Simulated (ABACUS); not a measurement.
# Ge (Fd-3m) in ABACUS: notebook

Runs on Ge. Level: BP86. Tasks: single point, relaxation of cell and atoms.

Program: ABACUS 3.10.1. These are calculated values, not measurements. Logs are shortened: lines on timing, memory, paths and dates and some standing lists are left out, and cuts for length are marked.

**Experimental background.**

“Electronic and optical properties of SixGe1-x-ySny alloys lattice-matched to Ge”, 2021, arxiv:2109.02782 reports, for a bulk crystal of Ge at 300 K: band gap 0.807 eV (direct).

How close the calculation comes is told below.

## Step 1: The structure

Symmetry: Fd-3m, No. 227, cubic system. The conventional cell has a = 5.658 Å, b = 5.658 Å, c = 5.658 Å, α = 90.00°, β = 90.00°, γ = 90.00°. Ge (site symmetry -43m) has 4 Ge at 2.45 Å as nearest neighbours.

## Step 2: Single point, BP86

Input file INPUT:

```
INPUT_PARAMETERS
suffix              Ge
calculation         scf
basis_type          pw
pseudo_dir          ./
symmetry            1
dft_functional      GGA_X_B88+GGA_C_P86
ecutwfc             79
pseudo_rcut         10
nspin               1
nbands              24
ks_solver           dav
smearing_method     fd
smearing_sigma      0.00367493
scf_thr             1e-08
scf_nmax            100
mixing_type         broyden
mixing_beta         0.7
cal_force           1
cal_stress          1
out_chg             1
kpar                4
```

Input file STRU:

```
ATOMIC_SPECIES
Ge 72.6300 Ge.upf

LATTICE_CONSTANT
1.8897261246

LATTICE_VECTORS
0.0000000000 2.8289100000 2.8289100000
2.8289100000 0.0000000000 2.8289100000
2.8289100000 2.8289100000 0.0000000000

ATOMIC_POSITIONS
Direct

Ge
0.0
2
0.7500000000 0.7500000000 0.7500000000 1 1 1
0.5000000000 0.5000000000 0.5000000000 1 1 1
```

Input file KPT:

```
K_POINTS
0
Gamma
6 6 6 0 0 0
```

Potentials or basis: Ansatz NC PBE, plane waves.

Launch:

```sh
$ OMP_NUM_THREADS=1 mpirun -np 4 abacus > log
```

running log:

```text
[... set-up lines left out ...]
 PW ALGORITHM --------------- ION=   1  ELEC=   1--------------------------------

 Notice: Threshold on eigenvalues was too large.
 hsover_error=0.28 > DRHO=0.038256
 Origin diag ethr = 0.01
 New diag ethr = 0.000136629

 Density error is 0.0386228433333
                          Error Threshold = 0.000136628581539
----------------------------------------------------------
     Energy           Rydberg                 eV
----------------------------------------------------------
 E_KohnSham     -357.6691208869      -4866.3380427130
 E_Harris       -357.0832929231      -4858.3674443577
 E_Fermi        0.6710867272         9.1306033424
----------------------------------------------------------

 PW ALGORITHM --------------- ION=   1  ELEC=   2--------------------------------

 Density error is 0.00377786925325
                          Error Threshold = 0.00013793872619
----------------------------------------------------------
     Energy           Rydberg                 eV
----------------------------------------------------------
 E_KohnSham     -357.6696101243      -4866.3446991288
 E_Harris       -357.3013999172      -4861.3349422502
 E_Fermi        0.6884952773         9.3674588176
----------------------------------------------------------

 PW ALGORITHM --------------- ION=   1  ELEC=   3--------------------------------

 Density error is 4.39267336765e-05
                          Error Threshold = 1.34923901902e-05
----------------------------------------------------------
     Energy           Rydberg                 eV
----------------------------------------------------------
 E_KohnSham     -357.6699061007      -4866.3487260949
 E_Harris       -357.6693057552      -4866.3405579751
 E_Fermi        0.6978207089         9.4943378237
----------------------------------------------------------

 PW ALGORITHM --------------- ION=   1  ELEC=   4--------------------------------

 Density error is 4.77981455995e-06
                          Error Threshold = 1.56881191702e-07
----------------------------------------------------------
     Energy           Rydberg                 eV
----------------------------------------------------------
 E_KohnSham     -357.6699185151      -4866.3488950010
 E_Harris       -357.6572693181      -4866.1767938466
 E_Fermi        0.6980385701         9.4973019770
----------------------------------------------------------

 PW ALGORITHM --------------- ION=   1  ELEC=   5--------------------------------

 Density error is 3.15521385285e-07
                          Error Threshold = 1.70707662855e-08
----------------------------------------------------------
     Energy           Rydberg                 eV
----------------------------------------------------------
 E_KohnSham     -357.6699192222      -4866.3489046217
 E_Harris       -357.6731982204      -4866.3935176809
 E_Fermi        0.6982091005         9.4996221618
----------------------------------------------------------

 PW ALGORITHM --------------- ION=   1  ELEC=   6--------------------------------

 Density error is 2.74646715754e-08
                          Error Threshold = 1.1268620903e-09
----------------------------------------------------------
     Energy           Rydberg                 eV
----------------------------------------------------------
 E_KohnSham     -357.6699192730      -4866.3489053127
 E_Harris       -357.6702862402      -4866.3538981576
 E_Fermi        0.6982171076         9.4997311039
----------------------------------------------------------

 PW ALGORITHM --------------- ION=   1  ELEC=   7--------------------------------

 Density error is 3.14445343133e-10
                          Error Threshold = 9.80881127693e-11
----------------------------------------------------------
     Energy           Rydberg                 eV
----------------------------------------------------------
 E_KohnSham     -357.6699192781      -4866.3489053818
 E_KS(sigma->0) -357.6698609906      -4866.3481123404
 E_Harris       -357.6697335550      -4866.3463784896
 E_band         -20.1054616484       -273.5488393391
 E_one_elec     -183.2605790804      -2493.3880942735
 E_Hartree      110.7906736778       1507.3844472762
 E_xc           -87.6991390974       -1193.2080014194
 E_Ewald        -197.5007582031      -2687.1356708822
 E_entropy(-TS) -0.0001165749        -0.0015860829
 E_descf        0.0000000000         0.0000000000
 E_exx          0.0000000000         0.0000000000
 E_Fermi        0.6982303423         9.4999111715
----------------------------------------------------------

 charge density convergence is achieved
 final etot is -4866.3489054 eV
 EFERMI = 9.4999111715 eV

 STATE ENERGY(eV) AND OCCUPATIONS    NSPIN == 1
 1/4 kpoint (Cartesian) = 0.0000 0.0000 0.0000 (3695 pws)
       1       -15.3451     0.00925926
       2       -15.3451     0.00925926
       3       -15.3451     0.00925926
       4       -15.3094     0.00925926
       5       -15.3094     0.00925926
       6       -15.0975     0.00925926
       7       -15.0975     0.00925926
       8       -15.0975     0.00925926
       9       -15.0852     0.00925926
      10       -15.0852     0.00925926
      11       -3.30794     0.00925926
      12        9.41286     0.00787795
      13        9.47396     0.00580467
      14        9.47396     0.00580467
      15        9.47396     0.00580467
      16        12.0315    9.50142e-25
      17        12.0315    9.50142e-25
      18        12.0315    9.50142e-25
      19        15.9564    7.69881e-59
      20        18.9725    4.88548e-85
      21        18.9725    4.88548e-85
      22        20.3144        0.00000
      23        20.3144        0.00000
      24        20.3144        0.00000

 2/4 kpoint (Cartesian) = 0.029458 0.029458 0.029458 (3632 pws)
       1       -15.3571      0.0740741
       2       -15.3571      0.0740741
       3       -15.3408      0.0740741
       4       -15.2920      0.0740741
       5       -15.2920      0.0740741
       6       -15.1151      0.0740741
       7       -15.1151      0.0740741
       8       -15.1026      0.0740741
       9       -15.0705      0.0740741
      10       -15.0705      0.0740741
      11       -2.97256      0.0740741
      12        6.28147      0.0740741
      13        8.95424      0.0740727
      14        8.95424      0.0740727
      15        10.3990    1.14828e-09
      16        12.7201    7.94002e-30
      17        12.7201    7.94002e-30
      18        13.6183    1.25278e-37
      19        17.3410    5.78788e-70
      20        17.8618    1.73611e-74
      21        17.8618    1.73611e-74
      22        19.5336        0.00000
      23        22.7299        0.00000
      24        22.7299        0.00000

 3/4 kpoint (Cartesian) = 0.058916 0.058916 0.058916 (3633 pws)
       1       -15.3672      0.0740741
       2       -15.3672      0.0740741
       3       -15.3319      0.0740741
       4       -15.2728      0.0740741
       5       -15.2728      0.0740741
       6       -15.1297      0.0740741
       7       -15.1297      0.0740741
       8       -15.1130      0.0740741
       9       -15.0598      0.0740741
      10       -15.0598      0.0740741
      11       -2.04371      0.0740741
      12        3.37463      0.0740741
      13        8.31034      0.0740741
      14        8.31034      0.0740741
      15        9.85853    5.68056e-05
      16        13.2608    1.59645e-34
      17        13.2608    1.59645e-34
      18        16.5039    1.08161e-62
      19        17.3856    2.37215e-70
      20        18.4749    8.20050e-80
      21        18.4749    8.20050e-80
      22        21.9078        0.00000
      23        25.2697        0.00000
      24        25.2697        0.00000

 4/4 kpoint (Cartesian) = 0.088373 0.088373 0.088373 (3648 pws)
       1       -15.3696      0.0370370
       2       -15.3696      0.0370370
       3       -15.3274      0.0370370
       4       -15.2674      0.0370370
       5       -15.2674      0.0370370
       6       -15.1330      0.0370370
       7       -15.1330      0.0370370
       8       -15.1183      0.0370370
       9       -15.0569      0.0370370
      10       -15.0569      0.0370370
      11       -1.22900      0.0370370
      12        1.87331      0.0370370
      13        8.07231      0.0370370
      14        8.07231      0.0370370
      15        9.63268     0.00243167
      16        13.2368    1.28953e-34
      17        13.2368    1.28953e-34
      18        16.6654    2.13846e-64
      19        20.0627        0.00000
      20        20.5059        0.00000
      21        20.7152        0.00000
      22        20.7152        0.00000
      23        21.9271        0.00000
      24        21.9271        0.00000

------------------------------------------------------------------------------------------
 TOTAL-FORCE (eV/Angstrom)
------------------------------------------------------------------------------------------
                       Ge1         0.0000000000         0.0000000000         0.0000000000
                       Ge2         0.0000000000         0.0000000000         0.0000000000
------------------------------------------------------------------------------------------

----------------------------------------------------------------
 TOTAL-STRESS (KBAR)
----------------------------------------------------------------
        41.3108730215         0.0000000000         0.0000000000
         0.0000000000        41.3108730215        -0.0000000000
         0.0000000000        -0.0000000000        41.3108730215
----------------------------------------------------------------
 TOTAL-PRESSURE: 41.310873 KBAR

 --------------------------------------------
 !FINAL_ETOT_IS -4866.3489053818029788 eV
 --------------------------------------------
```

It took 7.7 s on 4 MPI ranks of AMD EPYC 7R43 (Zen 3), shared host; peak memory 0.36 GiB.

What came out:

* Free energy: -4866.3489 eV
* Pressure: 4.1 GPa
* Band gap on the k mesh: none (metal or under the smearing width)

Levels at points of the mesh, in eV from the Fermi level:
```tsv
k point	band 10	band 11	band 12	band 13	band 14	band 15	band 16	band 17	band 18	band 19
(0.00, 0.00, 0.00)	-24.59	-12.81	-0.09	-0.03	-0.03	-0.03	2.53	2.53	2.53	6.46
(0.50, 0.50, 0.50)	-24.56	-10.73	-7.63	-1.43	-1.43	0.13	3.74	3.74	7.17	10.56
(0.50, 0.50, 0.00)	-24.54	-8.93	-8.93	-3.09	-3.09	0.76	0.76	9.44	9.44	11.57
```

Caveat: the potentials were made for another functional, which shifts forces and pressure; this crystal is a semiconductor, whose small gap the functional closes, so the metal is an error of the method.

(Continued in part 2 of 2.)
